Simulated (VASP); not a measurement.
## Cd: single point with RPBE

Crystal: Cd.

```xyz
1
Lattice="0.0000 2.2998 2.2998 2.2998 0.0000 2.2998 2.2998 2.2998 0.0000" Properties=species:S:1:pos:R:3 pbc="T T T"
Cd    0.0000    0.0000    0.0000
```

This isn't the form of Cd at room conditions, which is hcp.

| Property | Result |
| --- | --- |
| Program | VASP 6.6.1 |
| Task | single point |
| Functional | RPBE |
| Potentials or basis | VASP PAW PBE potentials, release 64 (Cd) |
| Cutoff | 520 eV |
| k mesh | 10 × 10 × 10 |
| Occupations | methfessel-paxton, width 0.1 eV |
| Spin | no spin polarisation |

```
Pressure               : 0.2 GPa
Band gap on the k mesh : none (metal or under the smearing width)
```

Levels at points of the mesh, in eV from the Fermi level:
| k point | band 4 | band 5 | band 6 | band 7 | band 8 | band 9 |
| --- | --- | --- | --- | --- | --- | --- |
| (0.00, 0.00, 0.00) | -8.64 | -8.64 | -8.08 | 13.37 | 13.85 | 13.85 |
| (0.50, 0.00, 0.00) | -8.35 | -8.35 | -1.98 | -1.52 | 11.57 | 11.57 |
| (0.50, 0.50, 0.00) | -8.27 | -8.27 | -0.60 | 0.96 | 6.38 | 6.38 |

It took 8.5 s on 1 thread of Intel(R) Xeon(R) Platinum 8259CL CPU @ 2.50GHz (Skylake/Cascade Lake), with other jobs on the host, peak memory 0.14 GiB.

Caveat: the PAW data sets were made with another functional, which shifts forces and pressure a little.
